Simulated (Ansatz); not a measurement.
## What SnTe (F-43m) distorts into

Wanted: the energy along a soft mode of SnTe (F-43m) and the structure at the end.

Method: DFT PBEsol, scalar-relativistic, plane waves, PAW; PAW set soft_1, in Ansatz 0.2.0.

## (1) The starting structure

The structure is cubic, space group F-43m (No. 216). The conventional cell has a = 7.083 Å, b = 7.083 Å, c = 7.083 Å, α = 90.00°, β = 90.00°, γ = 90.00°. Sn has 4 Te at 3.07 Å nearest. Nearest to Te lie 4 Sn at 3.07 Å. Farther neighbours and most contacts between anions are not listed.

## (2) Phonons on a q mesh

The cell comes from relaxations at this level that are not shown. Stability and thermal properties need the whole zone. Linear response on a 4×4×4 q mesh gives force constants as far as a supercell of that size would.

Contents of input.yaml:

```yaml
crystal:
  lattice:
    - [0.0, 3.5416960247, 3.5416960247]
    - [3.5416960247, 0.0, 3.5416960247]
    - [3.5416960247, 3.5416960247, 0.0]
  atoms:
    - { symbol: Sn, position: [0.0, 0.0, 0.0] }
    - { symbol: Te, position: [0.75, 0.75, 0.75] }
kpoints:
  mp_grid: { grid: [12, 12, 12] }
hamiltonian:
  xc: pbesol
  pseudopotentials: { kind: paw, azcp: { folder: soft_1 }, xc_functional: pbe }
scf:
  occupations: { method: methfessel_paxton, width: 0.2 }
output:
  eigenvalues: true
phonons:
  method: dfpt
  qmesh: [4, 4, 4]
  temperatures: { t_max: 1000, t_step: 50 }
  qpath:
    path:
      - [[0.0, 0.0, 0.0], [-0.5, -0.5, 0.0], [-0.375, -0.375, 0.25]]
      - [[-0.375, 0.0, 0.375], [0.0, 0.0, 0.0], [0.0, 0.0, 0.5], [-0.5, -0.25, 0.25], [-0.5, -0.5, 0.0]]
    npoints: 10
```

The run is started by

```
$ ansatz run input.yaml --threads 4 --pin off --max-ram 10240MiB --backend cpu --events-out ev --progress --plain --runs-dir out
```

Numbers of over 12 decimals in the logs are rounded to 6 here.

The program printed:

```text
Warning: phonons: the dynamical matrix that this run interpolates holds no multipole term above the dipole-dipole one, and a site of this crystal is no centre of inversion, so its interpolated transverse optical and acoustic branches and sound speeds can stay off near Gamma, and the density of states and the thermodynamics with them. What a run solves at a wave vector of phonons.qpoints, Gamma apart, where the deck admits one, is free of this, and under fd what a larger phonons.supercell samples
Engine: ansatz 0.2.0, x86_64-unknown-linux-gnu
Pseudopotentials: kind: paw
Pseudopotential: Sn, paw, valence charge 14, recommended cutoff 420 eV (normal), soft_1/Sn.paw.azcp
Pseudopotential: Te, paw, valence charge 16, recommended cutoff 420 eV (normal), soft_1/Te.paw.azcp
Functional definition: PBEsol
  exchange = pbesol_x
  correlation = pbesol_c
Crystal: 2 atoms, lattice volume = 88.851 Å³
Basis set: ecut = 420 eV, 1807 PW (Γ), exchange–correlation on 72×72×72 points (8 copies of the dense FFT grid, shifted against one another)
Bands: 19, of which v1, the nominal top of the filled ones, is band 15 counted from 1 (14 counted from 0)
Symmetry: 24 space group operations
k-points: 72 of 1728 (time reversal used)
Non-local potential: Sn, projectors of the file, l = 0: 2, l = 1: 2, l = 2: 2, l = 3: 1
Non-local potential: Te, projectors of the file, l = 0: 2, l = 1: 2, l = 2: 2, l = 3: 1
PAW form: soft (Blöchl's): semilocal exchange-correlation on the pseudo side does not see the compensation charge
PAW frozen core: Sn, regenerated for the run's functional, and the local potential with it (the file was generated under x = pbe(κ = 0.804, μ = 0.219515), c = pbe(β = 0.066725))
PAW frozen core: Te, regenerated for the run's functional, and the local potential with it (the file was generated under x = pbe(κ = 0.804, μ = 0.219515), c = pbe(β = 0.066725))
PAW one-centre angular grid: Sn, 590 points (default); XC on 64 Gauss nodes
PAW one-centre angular grid: Te, 590 points (default); XC on 64 Gauss nodes
Initial density: superposition of atomic densities (chi_scale 0.1, normalization cell, long waves kept (reshape's long-wave potential 0.00 eV rms))
Initial wavefunctions: pseudopotential atomic-orbital guess
Functional: x = pbesol(κ = 0.804, μ = 0.123457), c = pbesol(β = 0.046)
SCF iter   1: F=—  HF=-12851.340331 eV  |F-HF|=—  |Δ(HF+E_count)|=         —  Δρ=1.17e-2  dr2=2.21e-1  ethr=3.10e-3  ⟨swp⟩=6.8  Hψ=7310  notcnv=0
preconditioner: auto → Kerker (q_TF=auto, 2.277 Å⁻¹)  [metal: Δε(μ)=0.160 eV  Ē_g=8.044 eV  σ=0.200 eV  W_gap=0.49  n_scr=14 (ndim 8)  ℏωp=12.5 eV  f_vac=0.139  D(μ)=0.20/eV (n_scr^D=0)]
SCF iter   2: F=—  HF=-12851.312498 eV  |F-HF|=—  |Δ(HF+E_count)|=   2.78e-2  S|Δr|=    0.00e0  Δρ=7.86e-3  dr2=1.07e-1  ethr=7.36e-4  ⟨swp⟩=1.0  Hψ=1944  notcnv=0
SCF iter   3: F=—  HF=-12851.288902 eV  |F-HF|=—  |Δ(HF+E_count)|=   2.36e-2  S|Δr|=    0.00e0  Δρ=1.68e-3  dr2=5.69e-3  ethr=3.57e-4  ⟨swp⟩=2.0  Hψ=1521  notcnv=0
SCF iter   4: F=—  HF=-12851.291608 eV  |F-HF|=—  |Δ(HF+E_count)|=   2.71e-3  S|Δr|=    0.00e0  Δρ=9.42e-4  dr2=1.55e-3  ethr=1.90e-5  ⟨swp⟩=2.0  Hψ=2088  notcnv=0
SCF iter   5: F=—  HF=-12851.292505 eV  |F-HF|=—  |Δ(HF+E_count)|=   8.97e-4  S|Δr|=    0.00e0  Δρ=4.09e-4  dr2=4.07e-4  ethr=5.18e-6  ⟨swp⟩=2.0  Hψ=2028  notcnv=0
SCF iter   6: F=—  HF=-12851.293196 eV  |F-HF|=—  |Δ(HF+E_count)|=   6.91e-4  S|Δr|=    0.00e0  Δρ=1.49e-4  dr2=2.55e-5  ethr=1.36e-6  ⟨swp⟩=2.0  Hψ=1745  notcnv=0
SCF iter   7: F=—  HF=-12851.293285 eV  |F-HF|=—  |Δ(HF+E_count)|=   8.93e-5  S|Δr|=    0.00e0  Δρ=3.30e-5  dr2=1.79e-6  ethr=8.52e-8  ⟨swp⟩=2.0  Hψ=2109  notcnv=0
SCF iter   8: F=—  HF=-12851.293288 eV  |F-HF|=—  |Δ(HF+E_count)|=   2.24e-6  S|Δr|=    0.00e0  Δρ=1.38e-5  dr2=4.48e-7  ethr=5.97e-9  ⟨swp⟩=3.0  Hψ=2532  notcnv=0
SCF iter   9: F=—  HF=-12851.293289 eV  |F-HF|=—  |Δ(HF+E_count)|=   1.12e-6  S|Δr|=    0.00e0  Δρ=6.52e-6  dr2=1.01e-7  ethr=1.49e-9  ⟨swp⟩=2.4  Hψ=2024  notcnv=0
SCF iter  10: F=—  HF=-12851.293289 eV  |F-HF|=—  |Δ(HF+E_count)|=   8.21e-8  S|Δr|=    0.00e0  Δρ=2.93e-6  dr2=1.34e-8  ethr=3.36e-10  ⟨swp⟩=2.5  Hψ=2252  notcnv=0
SCF iter  11: F=—  HF=-12851.293289 eV  |F-HF|=—  |Δ(HF+E_count)|=   3.46e-8  S|Δr|=    0.00e0  Δρ=7.40e-7  dr2=5.49e-10  ethr=4.47e-11  ⟨swp⟩=2.0  Hψ=1755  notcnv=0
SCF iter  12: F=—  HF=-12851.293289 eV  |F-HF|=—  |Δ(HF+E_count)|=   3.03e-9  S|Δr|=    0.00e0  Δρ=1.40e-7  dr2=1.50e-11  ethr=1.83e-12  ⟨swp⟩=2.1  Hψ=1937  notcnv=0
SCF iter  13: F=-12851.293289 eV  HF=-12851.293289 eV  |F-HF|=0.00e0  |Δ(HF+E_count)|=  1.07e-10  S|Δr|=    0.00e0  Δρ=3.52e-8  dr2=9.24e-13  ethr=1.00e-12  ⟨swp⟩=8.1  Hψ=7294  notcnv=0
SCF 1 converged in 13 iterations: F = -12851.293289 eV  dr2 = 9.24e-13
  greatest PAW one-centre occupation: 0.998 electrons in one spin orbital (limit 2), on the Te atom at site 1 (counted from 0), in its partial waves of l = 2
Initial density: read from a saved state, or passed on in memory by an earlier SCF of this step, an earlier step, the calling program or the single point that the run made first
iter 1 solved again at ethr=2.70e-7 eV; its pass at ethr=3.10e-3 eV (dr2=8.11e-5 eV) is discarded
SCF iter   1: F=—  HF=-12851.293289 eV  |F-HF|=—  |Δ(HF+E_count)|=         —  Δρ=1.04e-6  dr2=6.84e-10  ethr=2.70e-7  ⟨swp⟩=3.4  Hψ=11417  notcnv=0
eigensolver tolerance schedule: the retry pair's looser diagonalisation over-reported the residual by 118519.96 of it (diagonalisation noise at an unbounded share of the residual, at the tolerance the schedule requests for it); recorded, not acted on — ethr = c·dr2/N_el stays at c = 1.0e-1
preconditioner: auto → none  [metal: Δε(μ)=0.094 eV  Ē_g=7.946 eV  σ=0.200 eV  W_gap=0.37  n_scr=14 (ndim 8)  ℏωp=12.5 eV  f_vac=0.182  D(μ)=0.42/eV (n_scr^D=0)]
SCF iter   2: F=—  HF=-12851.293289 eV  |F-HF|=—  |Δ(HF+E_count)|=   2.03e-7  S|Δr|=    0.00e0  Δρ=8.64e-7  dr2=6.26e-10  ethr=2.28e-12  ⟨swp⟩=4.0  Hψ=4294  notcnv=0
SCF iter   3: F=—  HF=-12851.293289 eV  |F-HF|=—  |Δ(HF+E_count)|=  3.49e-10  S|Δr|=    0.00e0  Δρ=4.55e-7  dr2=1.42e-10  ethr=2.09e-12  ⟨swp⟩=2.4  Hψ=2471  notcnv=0
SCF iter   4: F=—  HF=-12851.293289 eV  |F-HF|=—  |Δ(HF+E_count)|=  6.91e-11  S|Δr|=    0.00e0  Δρ=2.93e-7  dr2=5.71e-11  ethr=1.00e-12  ⟨swp⟩=1.0  Hψ=1368  notcnv=0
SCF iter   5: F=—  HF=-12851.293289 eV  |F-HF|=—  |Δ(HF+E_count)|=  3.27e-11  S|Δr|=    0.00e0  Δρ=1.77e-7  dr2=1.99e-11  ethr=1.00e-12  ⟨swp⟩=1.0  Hψ=1368  notcnv=0
SCF iter   6: F=-12851.293289 eV  HF=-12851.293289 eV  |F-HF|=1.09e-11  |Δ(HF+E_count)|=  3.64e-12  S|Δr|=    0.00e0  Δρ=1.04e-7  dr2=6.72e-12  ethr=1.00e-12  ⟨swp⟩=3.9  Hψ=4131  notcnv=0
SCF 2 converged in 6 iterations: F = -12851.293289 eV  dr2 = 6.72e-12
phonons: the bands overlap, so this run is a metal and interpolates without the dipole-dipole term. If the crystal is really an insulator or semiconductor, its LO-TO splitting is missing
NSCF: frozen V_eff on 72 k-points
WARN: eigensolver did not converge in 28 slots of this pass, the one above among them; of largest residual over every band (k=15): 1 band(s) unlocked (lowest unlocked band 18, counted from 0; max residual 5.39e-4 eV among the unlocked bands, 5.39e-4 eV over every band); of lowest unlocked band (k=4): band 18
NSCF: frozen V_eff on 163 k-points
DFPT response loops at q = (0, 0, 0) (fractional): preconditioner auto → none (partly filled bands, converged f_vac=0.182); β = 0.50; Broyden in place of MSR1
NSCF: frozen V_eff on 1872 k-points
DFPT response loops at q = (0, 0, 0.25) (fractional): mixed as the last ones told, above
NSCF: frozen V_eff on 952 k-points
DFPT response loops at q = (0, 0, -0.5) (fractional): mixed as the last ones told, above
NSCF: frozen V_eff on 1020 k-points
DFPT response loops at q = (0, 0.25, 0.25) (fractional): mixed as the last ones told, above
NSCF: frozen V_eff on 3456 k-points
DFPT response loops at q = (0, 0.25, -0.5) (fractional): mixed as the last ones told, above
NSCF: frozen V_eff on 1872 k-points
DFPT response loops at q = (0, 0.25, -0.25) (fractional): mixed as the last ones told, above
NSCF: frozen V_eff on 560 k-points
DFPT response loops at q = (0, -0.5, -0.5) (fractional): mixed as the last ones told, above
NSCF: frozen V_eff on 1020 k-points
DFPT response loops at q = (0.25, -0.5, -0.25) (fractional): mixed as the last ones told, above
SCF converged after 13 iterations
Stability not checked: this state was not tested for a lower state beside it, because cold or Methfessel-Paxton smearing, or corrected tetrahedra, fill the levels in a way that the test cannot read (fill_not_monotonic; see scf.lower_state_search)
Free energy (F): -12851.293289 eV
Harris-Foulkes:  -12851.293289 eV  (|F-HF|=0.00e0)
Internal energy: -12851.294295 eV  (E = F + TS)
E sigma→0 (E₀):  -12851.293541 eV
Entropy (-TS):   0.001006 eV (0.503 meV/atom)
Fermi energy:    5.502435 eV
--- Per-component energies (eV) ---
  E_band       = -470.804284
  E_kinetic    = 338.232066
  E_local      = -3475.636064  (includes V_loc(G=0)·N_el)
  E_nonlocal   = 215.512176
  E_hartree    = 1674.454670
  E_xc         = -245.267321
  E_vxc        = -180.741757  (∫ρ·V_xc dr)
  E_paw        = -8887.655921  (= ΣΔE_a)
  E_vpaw       = -717.080414  (= ΣTr[D̂ρ^β])
  E_aug_tail   = 0.000374  (compensation charges beyond the density's cutoff)
  E_ewald      = -2471.593926
  E_core_change = 0.659651  (= ΣΔE_core)
  E_smearing   = 0.001006  (= −TS)
  E_closure    = 0.000000  (closes the sum)
  Σ components = -12851.293289   (vs F -12851.293289, Δ=0.00e0)
--- Band table (eV; the first three rows and the last of 72) ---
  k-point 0: bands = [... 11 lower, 0.4236, 3.4150, 3.4150, 3.4150, 6.4332, 6.4332, 6.4332, 9.4417]
  k-point 1: bands = [... 11 lower, 0.2390, 3.3644, 3.3644, 3.4805, 6.4767, 6.5163, 6.5163, 9.6924]
  k-point 2: bands = [... 11 lower, -0.2078, 3.2384, 3.2384, 3.5609, 6.7137, 6.7236, 6.7236, 10.2786]
  k-point 71: bands = [... 11 lower, -2.0572, 1.8257, 1.9215, 5.5871, 6.8575, 7.6497, 8.5970, 10.8416]
--- Phonons (Γ-DFPT): 2 representative perturbations + reference (Σ response iterations 6) ---
  ASR residual: 4.931e-5 → 0.000e0 eV/Å²; symmetrization residual: 2.587e-5 eV/Å²
  ASR residual per site (eV/Å²): 4.93e-5 2.55e-5
  Γ frequencies (cm⁻¹): 0.00 0.00 0.00 108.38 108.38 108.38
--- Phonons (arbitrary-q DFPT): 8 irreducible q on the 4×4×4 mesh ---
  q = [0.0000, 0.0000, 0.0000] (star 1, of the zone-centre solve; hermiticity 1.95e-5, symmetrization 1.38e-11): -0.00 -0.00 0.00 108.38 108.38 108.38
  q = [0.0000, 0.0000, 0.2500] (star 8, 2 solved perturbations on 936 of 1728 k-point pairs; hermiticity 9.84e-6, symmetrization 7.88e-12): -15.30 -15.30 33.68 106.62 106.62 118.69
  q = [0.0000, 0.0000, -0.5000] (star 4, 2 solved perturbations on 476 of 1728 k-point pairs; hermiticity 4.20e-6, symmetrization 6.20e-12): -14.69 -14.69 60.33 105.47 105.47 116.39
  q = [0.0000, 0.2500, 0.2500] (star 6, 4 solved perturbations in 1608 linear systems a pass and spin channel, the states on 510 of 1728 k-point pairs; hermiticity 1.43e-5, symmetrization 2.29e-12): -34.68 -34.68 53.75 97.67 97.67 116.30
  q = [0.0000, 0.2500, -0.5000] (star 24, 4 solved perturbations in 5328 linear systems a pass and spin channel, the states on 1728 of 1728 k-point pairs; hermiticity 8.34e-6, symmetrization 6.85e-12): -25.90 -25.65 74.63 94.08 94.79 110.19
  q = [0.0000, 0.2500, -0.2500] (star 12, 4 solved perturbations in 2892 linear systems a pass and spin channel, the states on 936 of 1728 k-point pairs; hermiticity 1.89e-5, symmetrization 1.07e-11): -33.22 -14.71 60.86 98.77 102.70 111.70
  q = [0.0000, -0.5000, -0.5000] (star 3, 4 solved perturbations in 886 linear systems a pass and spin channel, the states on 280 of 1728 k-point pairs; hermiticity 5.76e-6, symmetrization 3.66e-12): -36.09 -36.09 79.35 79.35 88.64 90.47
  q = [0.2500, -0.5000, -0.2500] (star 6, 4 solved perturbations in 1544 linear systems a pass and spin channel, the states on 510 of 1728 k-point pairs; hermiticity 3.69e-6, symmetrization 7.21e-12): -35.58 -8.29 83.35 88.86 91.38 101.37
  sum rule: each row above includes the acoustic sum rule's correction from the zone centre's row sums; it moved no ω² by more than (0.34 cm⁻¹)²
  mesh force constants: q→R imaginary residual 4.57e-18; ASR residual 4.931e-5 → 0.000e0 eV/Å²; symmetrization residual 8.882e-16 eV/Å²
  interpolated dispersion: 62 rows × 6 modes
  density of states and harmonic sums: on the 16×16×16 q-mesh, interpolated from the force constants of a 4×4×4 supercell (no non-analytic term)
  largest difference from the sums on the solved wave vectors: F 4.28e-3 eV, S 5.61e-6 and C_V 1.33e-6 eV/K
  zero-point energy: 0.022943 eV/cell   skipped modes (ω ≤ 0): 291, of them read as no rigid motion or as one in doubt: 288 (2.000e0 modes/cell left out, lowest -37.22 cm⁻¹)   left out of the sums: 3.33e-1 of the cell's modes: C_V's classical limit lies that fraction below 3 k_B per atom; for a crystal, a wire or a layer, F and S can be off by more, and a phonons.interpolated_qmesh denser along its periods is the remedy for the sampling
```

It took 7.4 min on 4 threads of Intel Xeon 6975P-C (Granite Rapids), shared host; peak memory 6 GiB; 26 min of CPU time.

Reading the cycles: dr2 is the Hartree energy of the density residual (eV), the measure of convergence; HF is the Harris–Foulkes estimate of the energy, which meets the free energy F at convergence.

This step gave:

| Item | Value |
| --- | --- |
| volume per atom | 44.43 Å³ |
| gap on the k-mesh | 0 eV |
| sum-rule residual before enforcement | 4.93e-5 eV/Å² |
| lowest frequency on the path | -37.36 cm⁻¹ |
| point group | -43m |
| highest frequency on the path or at a solved wavevector | 119.6 cm⁻¹ |
| highest optical mode at the zone centre (no LO-TO term) | 108.4 cm⁻¹ |
| lowest optical zone-centre mode | 108.4 cm⁻¹ |
| lowest mode on the q mesh (acoustic modes at Γ apart) | -36.09 cm⁻¹ |

Frequencies (cm⁻¹) solved at each irreducible wavevector; negative means imaginary. Frequencies by wavevector, by row:

```
q in reciprocal lattice units  star  mode 1  mode 2  mode 3  mode 4  mode 5  mode 6
                        0 0 0     1       0       0       0   108.4   108.4   108.4
                     0 0 0.25     8   -15.3   -15.3    33.7   106.6   106.6   118.7
                     0 0 -0.5     4   -14.7   -14.7    60.3   105.5   105.5   116.4
                  0 0.25 0.25     6   -34.7   -34.7    53.8    97.7    97.7   116.3
                  0 0.25 -0.5    24   -25.9   -25.6    74.6    94.1    94.8   110.2
                 0 0.25 -0.25    12   -33.2   -14.7    60.9    98.8   102.7   111.7
                  0 -0.5 -0.5     3   -36.1   -36.1    79.3    79.3    88.6    90.5
              0.25 -0.5 -0.25     6   -35.6    -8.3    83.3    88.9    91.4   101.4
```

Interpolated from a 4×4×4 q mesh. Phonon branches along the path, in cm⁻¹:

```
    point  branch 1  branch 2  branch 3  branch 4  branch 5  branch 6
        Γ         0         0         0       108       108       108
  halfway       -35       -35        54        98        98       116
        X       -36       -36        79        79        89        90
  halfway       -33       -32        81        83        89        95
        U       -29       -24        82        90        90       103
jump to K       -29       -24        82        90        90       103
  halfway       -31       -11        45       103       106       115
        Γ         0         0         0       108       108       108
  halfway       -15       -15        34       107       107       119
        L       -15       -15        60       106       106       116
  halfway       -28       -15        74        96       100       111
        W       -36        -8        83        89        91       101
  halfway       -35       -23        81        86        90        97
        X       -36       -36        79        79        89        90
```

The phonon branches as a text plot (rows in cm⁻¹):

```
    116 |   *****               ****      ***********
    110 |***     *         ***** ************        ****
    103 |   ***   **     **  *****           *********   ***
     97 |      *    *  **  ****                      ****   ***
     90 |       **   *******                           **********
     84 |         ***  ****                             ********
     77 |         ** **    *                          **       **
     71 |        *          *                        *
     64 |       *            **                   ***
     57 |                      *                **
     51 |      *                              **
     44 |    **                 *
     38 |   *                    *           *
     31 |                         **        *
     25 |  *                               *
     18 |                           *     *
     12 | *                          *   *
      5 |                               *
     -1 |*                          *****
     -8 | *                     **** *   *               ***
    -15 |  *                ****    *     ***************   *
    -21 |                 **      **               **        *
    -28 |   ***         ****     *                   **       *
    -34 |      *********    *****                      **********
         Γ           X  U|K            Γ         L        W     X
```

Symmetry leaves 8 wavevectors to solve. The lowest mode among them, the acoustic zeros apart, lies at q = (0, -0.5, -0.5) and is imaginary, 36.1i cm⁻¹, so the energy falls along it.

## (3) The mode frozen in, largest atomic shift 0 Å

The mode followed lies at q = (0.25, -0.5, -0.25) with frequency 35.6i cm⁻¹, one of the unstable modes though not the softest. At small amplitude the distorted cell has space group no. 121 by a symmetry search on the positions. The undistorted cell that holds it gives the zero of energy on the same k mesh.

System of this step: SnTe. Symmetry: F-43m, No. 216, cubic system. Conventional cell: a = 7.083 Å, b = 7.083 Å, c = 7.083 Å, α = 90.00°, β = 90.00°, γ = 90.00°. Sn has 4 Te at 3.07 Å nearest. Nearest to Te lie 4 Sn at 3.07 Å. Farther neighbours and most contacts between anions are not listed.

input.yaml, the sections that differ from step 2:

```yaml
crystal:
  lattice:
    - [0.0, 0.0, -7.0833920494]
    - [7.0833920494, 0.0, 0.0]
    - [3.5416960247, -7.0833920494, -3.5416960247]
  atoms:
    - { symbol: Sn, position: [0.75, 0.25, 0.5] }
    - { symbol: Sn, position: [0.25, 0.75, 0.5] }
    - { symbol: Sn, position: [0.5, 0.5, 0.0] }
    - { symbol: Sn, position: [0.0, 0.0, 0.0] }
    - { symbol: Te, position: [0.375, 0.375, 0.75] }
    - { symbol: Te, position: [0.875, 0.875, 0.75] }
    - { symbol: Te, position: [0.125, 0.625, 0.25] }
    - { symbol: Te, position: [0.625, 0.125, 0.25] }
kpoints:
  mp_grid: { grid: [6, 6, 6] }
output:
  forces: true
  stress: true
  eigenvalues: true
# hamiltonian, scf: as in step 2
# phonons: removed
```

The program printed:

```text
[...]
Crystal: 8 atoms, lattice volume = 355.405 Å³
Basis set: ecut = 420 eV, 7019 PW (Γ), exchange–correlation on 96×96×120 points (8 copies of the dense FFT grid, shifted against one another)
Bands: 72, of which v1, the nominal top of the filled ones, is band 60 counted from 1 (59 counted from 0)
Symmetry: 32 space group operations
[...]
k-point 0: bands = [... 56 lower, 3.4143, 4.7478, 5.4387, 5.5864, 5.5864, 6.4329, 6.4330, 6.4330, ... 8 higher]
  k-point 1: bands = [... 56 lower, 3.6488, 4.7489, 5.3547, 5.3547, 5.4862, 6.2723, 6.2773, 6.2773, ... 8 higher]
  k-point 2: bands = [... 56 lower, 4.1413, 4.7281, 4.9424, 4.9424, 5.5823, 5.6711, 5.6711, 5.9596, ... 8 higher]
  k-point 29: bands = [... 56 lower, 3.7898, 3.7898, 4.3345, 4.3345, 7.2329, 7.2329, 7.2384, 7.2384, ... 8 higher]
[key lines of the parts left out:]
SCF converged after 10 iterations
Free energy (F): -51405.175562 eV
Fermi energy:    5.501900 eV
P = ⅓ Tr σ = -0.0048 GPa (-0.048 kbar)
```

Wall time 8 s (4 threads); peak memory 1.1 GiB; 31 s of CPU time.

Numbers from this step:

```
pressure                         : -0.004831 GPa
energy from the undistorted cell : 0 meV/atom
```

The run ends at a pressure of 0.00 GPa.

(Continued in part 2 of 3.)

[Logs are printed without paths, hosts, clocks, repeated set-up lines and the standing remarks that a program may print on its own settings, such as how far it seeks lower states.]

[Hosts, paths, dates, database ids (printed as entryN), source tags and the programs' standing remarks are cut or masked in the printed files.]
